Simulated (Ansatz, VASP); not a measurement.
# Two plane-wave programs on KCl

```
CELL_PARAMETERS angstrom
0.00000 3.13215 3.13215
3.13215 0.00000 3.13215
3.13215 3.13215 0.00000
ATOMIC_POSITIONS crystal
K 0.00000 0.00000 0.00000
Cl 0.50000 0.50000 0.50000
```

Alike in both runs: functional PBE; dispersion D3(BJ); k mesh 6 × 6 × 6; occupations gaussian, width 0.02 eV; no spin polarisation.

Ansatz relaxed the structure, and its values are those at the end. VASP's run is a single point on that final structure, the one shown.

|  | VASP | Ansatz |
| --- | --- | --- |
| version | VASP 6.6.1 | Ansatz 0.2.0 |
| potentials or method | VASP PAW PBE potentials, release 64 (K_sv, Cl) | scalar-relativistic, plane waves, PAW |
| plane-wave cutoff (eV) | 520 | 420 |
| valence electrons in the cell | 16 | 16 |

```tsv
	VASP	Ansatz	Ansatz less VASP
gap on the k mesh at the Fermi level (eV)	5.23	5.24	+0.002
least direct gap on the mesh (eV)	5.23	5.24	+0.002
pressure (GPa)	0.0	0.0	-0.03
```

The functional is the same, so the differences come from potentials, cutoffs and numerics.
